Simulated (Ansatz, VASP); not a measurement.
# One calculation of C, two programs

Contents of INCAR:

```
PREC = Accurate ; ENCUT = 600
EDIFF = 1E-6 ; ISMEAR = -1
SIGMA = 0.1 ; LREAL = False
LASPH = True ; NELM = 80
ALGO = Normal ; ISIF = 3
LWAVE = False ; LCHARG = False
GGA = CA ; IBRION = 2
NSW = 80 ; EDIFFG = -0.01
```

The input KPOINTS:

```
Automatic mesh
0
Gamma
  18 18 18
```

The input POSCAR:

```
C
1.0
   -1.1826249197      1.1826249197      1.1826249197
    1.1826249197     -1.1826249197      1.1826249197
    1.1826249197      1.1826249197     -1.1826249197
C
1
Direct
    0.0000000000      0.0000000000      0.0000000000
```

Input for Ansatz:

```yaml
crystal:
  lattice:
    - [-1.1826249197, 1.1826249197, 1.1826249197]
    - [1.1826249197, -1.1826249197, 1.1826249197]
    - [1.1826249197, 1.1826249197, -1.1826249197]
  atoms:
    - { symbol: C, position: [0.0, 0.0, 0.0] }
hamiltonian:
  xc: lda
  pseudopotentials:
    kind: paw
    azcp:
      C: "pseudopotentials/C.paw.azcp"
basis:
  ecutwfc: 420
  fft_grid_basis: typed
kpoints:
  mp_grid: { grid: [18, 18, 18], shift: [0, 0, 0] }
magnetization:
  spin_polarized: false
scf:
  occupations: { method: fermi_dirac, width: 0.1 }
relax:
  max_steps: 60
  f_tol: 0.01
  cell: {}
```

The cell was built by a generator and needn't be a form met in nature.

Alike in both runs: task relaxation of cell and atoms; functional LDA; k mesh 18 × 18 × 18; occupations fermi-dirac, width 0.1 eV; no spin polarisation.

|  | VASP | Ansatz |
| --- | --- | --- |
| version | VASP 6.6.1 | Ansatz 0.2.0 |
| potentials or method | VASP PAW LDA potentials, release 64 (C) | plane waves (420 eV) with PAW, scalar-relativistic |
| plane-wave cutoff (eV) | 600 | 420 |
| valence electrons in the cell | 4 | 4 |

```tsv
	VASP	Ansatz	Ansatz less VASP
relaxed volume (Å³/atom)	6.33	6.32	-0.008
relaxed cell length with the largest relative difference (Å)	2.018	2.017	-0.0009
energy change over the relaxation (meV/atom)	-9	-9	-0.6
```

Ansatz warned: «pseudo_functional_mismatch».
